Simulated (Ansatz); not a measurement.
# TePb (Fm-3m) in Ansatz: settings compared, part 2 of 2

Ansatz 0.2.0. Earlier steps stand in the parts before.

### 3 Relaxation of cell and atoms, revPBE+D3(BJ)

Contents of input.yaml:

```yaml
crystal:
  lattice:
    - [0.0, 3.231, 3.231]
    - [3.231, 0.0, 3.231]
    - [3.231, 3.231, 0.0]
  atoms:
    - { symbol: Pb, position: [0.0, 0.0, 0.0] }
    - { symbol: Te, position: [0.5, 0.5, 0.5] }
kpoints:
  mp_grid: { grid: [7, 7, 7] }
scf:
  occupations: { method: fermi_dirac, width: 0.05 }
hamiltonian:
  xc: revpbe
  dispersion: d3bj
  pseudopotentials: { kind: all_electron, lapw: { basis_error: 0.001 } }
output:
  forces: true
  stress: true
relax:
  f_tol: 0.02
  max_steps: 60
  cell: {}
```

Potentials or basis: all-electron LAPW, scalar-relativistic.

On the command line:

```console
$ ansatz run input.yaml --threads 1 --pin off --max-ram 3072MiB --backend cpu --events-out ev --progress --plain --runs-dir out
```

Standard output:

```text
Warning: RAYON_NUM_THREADS=1 ignored (pool sized by the plan → 1); use --threads N
The last accepted step is kept in <dir> (removed where the run ends without a failure and the disk answers)
LAPW: plane waves up to 7.131 Å⁻¹, error target 1.0e-3 eV per atom; small_component_spin mean_spin; Te in spheres of 1.534 Å, 24 of its electrons in bands, Dirac shells []; Pb in spheres of 1.600 Å, 36 of its electrons in bands, Dirac shells [] (how accurate: hamiltonian.pseudopotentials.lapw.basis_error, Limitations)
Engine: ansatz 0.2.0, x86_64-unknown-linux-gnu
Pseudopotentials: kind: all_electron
Pseudopotential: Pb, LAPW, valence charge 36, lapw/all_electron/scalar/gaussian/Pb, Koelling and Harmon's equation, gaussian nucleus
Pseudopotential: Te, LAPW, valence charge 24, lapw/all_electron/scalar/gaussian/Te, Koelling and Harmon's equation, gaussian nucleus
Functional definition: revPBE
  parameter kappa = 1.245
  parameter beta = 0.06672455060314922
  exchange = pbe_x(kappa = kappa, mu = beta*pi^2/3)
  correlation = pbe_c(beta = beta)
Crystal: 2 atoms, lattice volume = 67.459 Å³
Basis set: ecut = 193.7275053147058 eV, 411 PW (Γ), exchange–correlation at level 2
Bands: 36, of which v1, the nominal top of the filled ones, is band 30 counted from 1 (29 counted from 0)
Symmetry: 48 space group operations
Space group: Fm-3m (ITA 225), of the structure as read, at distance tolerance 4.1e-5 Å
k-points: 20 of 343
Non-local potential: Pb, projectors of the file, none
Non-local potential: Te, projectors of the file, none
Initial density: superposition of atomic densities (chi_scale 0.1, normalization cell, long waves kept (reshape's long-wave potential 0.00 eV rms))
Initial wavefunctions: plane waves of lowest kinetic energy (no species holds an atomic orbital)
Functional: x = revpbe(κ = 1.245, μ = 0.2195149727645171), c = pbe(β = 0.06672455060314922)
iter 1 solved again at ethr=7.41e-4 eV; its pass at ethr=1.00e-1 eV (dr2=4.44e-1 eV) is discarded
SCF iter   1: F=—  HF=-752970.540737 eV  |F-HF|=—  |Δ(HF+E_count)|=         —  Δρ=1.59e-2  dr2=4.44e-1  ethr=7.41e-4  ⟨swp⟩=2.4  Hψ=4466  notcnv=0
preconditioner: auto → none  [insulator: Δε(μ)=1.147 eV  Ē_g=16.061 eV  σ=0.050 eV  W_gap=1.00  n_scr=14 (ndim 8)  ℏωp=20.2 eV  f_vac=0.109  D(μ)=0.00/eV (n_scr^D=0)  ε∞_Penn≈2.6]
iter 2 solved again at ethr=1.19e-5 eV; its pass at ethr=7.41e-4 eV (dr2=7.11e-3 eV) is discarded
[... 30 lines left out ...]
SCF iter   4: F=-752970.425745 eV  HF=-752970.425745 eV  |F-HF|=4.66e-10  |Δ(HF+E_count)|=   1.08e-8  Δρ=2.34e-6  dr2=7.57e-9  ethr=2.01e-10  ⟨swp⟩=2.0  Hψ=2140  notcnv=0
SCF 3 converged in 4 iterations: F = -752970.425745 eV  dr2 = 7.57e-9
relax step   3: F+E_penalty+E_count = -752970.42574453 eV  Δ(F+E_penalty+E_count) = -7.311e-5 eV  max|allowed force component| = 3.155e-30 eV/Å  Δτ_max = 0.0000 Å  P = -0.003 GPa  Ω = 66.762 Å³  (4 SCF iters, accepted)
iter 1 solved again at ethr=1.17e-11 eV; its pass at ethr=1.00e-1 eV (dr2=7.03e-9 eV) is discarded
SCF iter   1: F=—  HF=-752970.425745 eV  |F-HF|=—  |Δ(HF+E_count)|=         —  Δρ=2.34e-6  dr2=7.58e-9  ethr=1.17e-11  ⟨swp⟩=7.8  Hψ=4975  notcnv=0  reapply=9
preconditioner: auto → none  [insulator: Δε(μ)=1.029 eV  Ē_g=16.365 eV  σ=0.050 eV  W_gap=1.00  n_scr=14 (ndim 8)  ℏωp=20.3 eV  f_vac=0.143  D(μ)=0.00/eV (n_scr^D=0)  ε∞_Penn≈2.5]
SCF iter   2: F=-752970.425745 eV  HF=-752970.425745 eV  |F-HF|=6.98e-10  |Δ(HF+E_count)|=   3.93e-7  Δρ=1.26e-6  dr2=2.26e-9  ethr=1.17e-11  ⟨swp⟩=3.0  Hψ=2220  notcnv=0
SCF 4 converged in 2 iterations: F = -752970.425745 eV  dr2 = 2.26e-9
relax step   4: F+E_penalty+E_count = -752970.42574454 eV  Δ(F+E_penalty+E_count) = -2.095e-9 eV  max|allowed force component| = 4.996e-30 eV/Å  Δτ_max = 0.0000 Å  P = -0.003 GPa  Ω = 66.762 Å³  stress off target by 2.97e-3 GPa  SCF on the basis re-selected at this cell (its energy is not comparable with the rows above)  (2 SCF iters)
basis re-selected at this cell: Δ(F+E_penalty+E_count) = -2.095e-9 eV, ΔP = +0.000 GPa vs the last step (what re-selecting the basis moved, after the strain that the cell walked since its last selection, with what the two solves' SCF thresholds leave and, on support functions, any second-order correction that the steps lacked; it is no measure of the basis error at this ecutwfc). This SCF's stress stands 2.97e-3 GPa from its target on what of the cell is left free (relax.cell.stress_tol is 5.00e-2 GPa) and its largest allowed force component is 5.00e-30 eV/Å (relax.f_tol is 2.00e-2 eV/Å): within both
SCF converged after 2 iterations
Free energy (F): -752970.425745 eV
Harris-Foulkes:  -752970.425745 eV  (|F-HF|=6.98e-10)
Internal energy: -752970.425743 eV  (E = F + TS)
E sigma→0 (E₀):  -752970.425744 eV
Entropy (-TS):   -0.000002 eV (-0.001 meV/atom)
Fermi energy:    12.528825 eV
--- Per-component energies (eV) ---
  E_band       = -3388.917341
  E_kinetic    = 850260.578815
  E_xc         = -15389.624127
  E_electrostatic = -1587839.878659  (all electrons and nuclei)
  E_disp       = -1.501772  (pairwise vdW)
  E_smearing   = -0.000002  (= −TS)
  E_closure    = 0.000000  (closes the sum)
  E_atoms      = -752962.079646  (free atoms, spherical and without spin; not in F)
  Σ components = -752970.425745   (vs F -752970.425745, Δ=0.00e0)
  Basis errors (estimates in eV, not in F): energy 3.8e-4 per atom: plane waves 3.7e-4 (2.0e-4 summed), levels above the bands 2.9e-49, relativity 1.7e-8, radial functions 1.4e-5, core shells 2.4e-8; eigenvalues (radial functions only) 5.5e-7; not estimated: angular momenta, meshes, grids; target (lapw.basis_error) 1.0e-3; muffin-tin radii Te 1.529 Å, Pb 1.595 Å
--- Forces (eV/Å), atoms counted from 1 ---
  atom   1  Pb    -0.00000000    -0.00000000     0.00000000
  atom   2  Te     0.00000000    -0.00000000    -0.00000000
  max |Σ_I F_I| component: 7.36e-30 eV/Å
--- Stress (GPa, compression-positive) ---
       -0.002966      -0.000000      -0.000000
       -0.000000      -0.002966      -0.000000
       -0.000000      -0.000000      -0.002966
  P = ⅓ Tr σ = -0.0030 GPa (-0.030 kbar)
--- Relaxed structure (3 steps of the walk, 3 accepted, 1 SCFs on fresh bases) ---
  F+E_penalty+E_count = -752970.42574454 eV   max|allowed force component| = 4.996e-30 eV/Å   (the final SCF, on the basis selected at the relaxed cell)
  cell:  # Å, volume = 66.7623 Å³
    - [1.6559959106910668e-34, 3.219835334812298, 3.219835334812298]
    - [3.219835334812298, -1.9107645123358462e-34, 3.219835334812298]
    - [3.219835334812298, 3.219835334812298, -1.7833802115134566e-34]
  atoms:
    - { symbol: Pb, position: [-3.1045760220030927e-37, -1.707516812086867e-36, -4.191177629670306e-36] }
    - { symbol: Te, position: [0.49999999999999994, 0.49999999999999994, 0.49999999999999994] }
```

It took 18 s on 1 thread of Intel Xeon Platinum 8375C at 2.90GHz (Ice Lake), shared host; peak memory 0.36 GiB.

Results:

* Free energy: -752970.4257 eV
* Relaxed volume: 33.38 Å³/atom
* Relaxed cell: a = 4.554 Å, b = 4.554 Å, c = 4.554 Å, α = 60.00°, β = 60.00°, γ = 60.00°
* Space group after relaxing (to 0.05 Å): Fm-3m (No. 225)
* Energy gained by relaxing: 0.5 meV/atom
* Ionic steps: 4
* Pressure after relaxing: 0.0 GPa

Step by step:
```tsv
step	energy change (eV)	largest force (eV/Å)	volume (Å³)
1	0.0000	0.0000	67.46
2	-0.0009	0.0000	66.57
3	-0.0010	0.0000	66.76
4	-0.0010	0.0000	66.76
```

Final structure:
```cif
data_structure
_symmetry_space_group_name_H-M 'P 1'
_symmetry_Int_Tables_number 1
_cell_length_a 4.5535
_cell_length_b 4.5535
_cell_length_c 4.5535
_cell_angle_alpha 60.000
_cell_angle_beta 60.000
_cell_angle_gamma 60.000
_cell_volume 66.76
loop_
_atom_site_label
_atom_site_type_symbol
_atom_site_fract_x
_atom_site_fract_y
_atom_site_fract_z
_atom_site_occupancy
Pb1 Pb 0.00000 0.00000 0.00000 1
Te1 Te 0.50000 0.50000 0.50000 1
```

Caveat: this odd mesh misses L, where the gap lies, so gap, dielectric constants and Born charges aren't listed.
